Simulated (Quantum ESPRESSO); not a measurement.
A calculation with Quantum ESPRESSO 7.5 of KI (ASE script, structure typed inline):

File run.py:

```python
import numpy as np
from ase.calculators.espresso import Espresso, EspressoProfile
from ase import Atoms

atoms = Atoms(['K', 'I'],
              cell=[[3.93899318, 0.23587777, 0.35170977], [0.23587777, 4.82656189, -0.03563378], [0.35170977, -0.03563378, 4.47164605]],
              scaled_positions=[[0.96015764, 0.94882439, 0.99569723], [0.53984236, 0.55117561, 0.50430277]],
              pbc=True)

input_data = {
    'control': {'calculation': 'scf', 'prefix': 'pwscf', 'outdir': './tmp', 'tprnfor': True, 'tstress': True, 'disk_io': 'nowf'},
    'system': {'ecutwfc': 60.0, 'ecutrho': 480.0, 'nbnd': 14, 'occupations': 'smearing', 'smearing': 'fd', 'degauss': 0.00367493},
    'electrons': {'conv_thr': 4e-10, 'electron_maxstep': 120, 'mixing_beta': 0.5},
}
pseudopotentials = {'I': 'I.pbe-n-kjpaw_psl.0.2.UPF', 'K': 'K.pbe-spn-kjpaw_psl.1.0.0.UPF'}
profile = EspressoProfile(command='pw.x', pseudo_dir='pseudo')
dft = Espresso(profile=profile, input_data=input_data, pseudopotentials=pseudopotentials, kpts=(7, 6, 6), koffset=(0, 0, 0))
atoms.calc = dft

print(f'energy {atoms.get_potential_energy():.8f} eV')
print('forces (eV/A)')
print(np.round(atoms.get_forces(), 6))
print('stress (eV/A^3, Voigt)')
print(np.round(atoms.get_stress(), 8))
print(f'Fermi level {dft.get_fermi_level():.4f} eV')
```

Potentials or basis: SSSP 1.3 efficiency PBE.

The run is started by

```bash
$ OMP_NUM_THREADS=1 python run.py
```

The cell comes from a database or a generator and needn't be the stable form of this composition.

Write the same calculation in another form: native input, structure typed inline.

As run:

The input pw.in:

```
&CONTROL
  calculation = 'scf'
  prefix = 'pwscf'
  outdir = './tmp'
  pseudo_dir = './pseudo'
  tprnfor = .true.
  tstress = .true.
  disk_io = 'nowf'
/
&SYSTEM
  ibrav = 0
  nat = 2
  ntyp = 2
  ecutwfc = 60
  ecutrho = 480
  nbnd = 14
  occupations = 'smearing'
  smearing = 'fd'
  degauss = 0.00367493
/
&ELECTRONS
  conv_thr = 4d-10
  electron_maxstep = 120
  mixing_beta = 0.5
/
ATOMIC_SPECIES
K     39.0983 K.pbe-spn-kjpaw_psl.1.0.0.UPF
I    126.9045 I.pbe-n-kjpaw_psl.0.2.UPF
CELL_PARAMETERS angstrom
   3.9389931800    0.2358777700    0.3517097700
   0.2358777700    4.8265618900   -0.0356337800
   0.3517097700   -0.0356337800    4.4716460500
ATOMIC_POSITIONS crystal
K      0.9601576400    0.9488243900    0.9956972300
I      0.5398423600    0.5511756100    0.5043027700
K_POINTS automatic
7 6 6 0 0 0
```

Potentials or basis: SSSP 1.3 efficiency PBE.

The run is started by

```sh
$ OMP_NUM_THREADS=1 pw.x -in pw.in > pw.out
```

Both were run:

|  | ASE script, structure typed inline | native input, structure typed inline |
| --- | --- | --- |
| Pressure | 1.1 GPa | 1.1 GPa |
| Largest force | 0.234 eV/Å | 0.234 eV/Å |
| Band gap on the k mesh | 2.50 eV, indirect (least direct gap 2.56 eV) | 2.50 eV, indirect (least direct gap 2.56 eV) |

Keys that steer only the numerical path or the files written may differ.

Caveat: spin-orbit coupling is left out, which moves the levels of the heavy elements; an odd mesh through Γ misses points on the zone boundary, where band edges often lie.
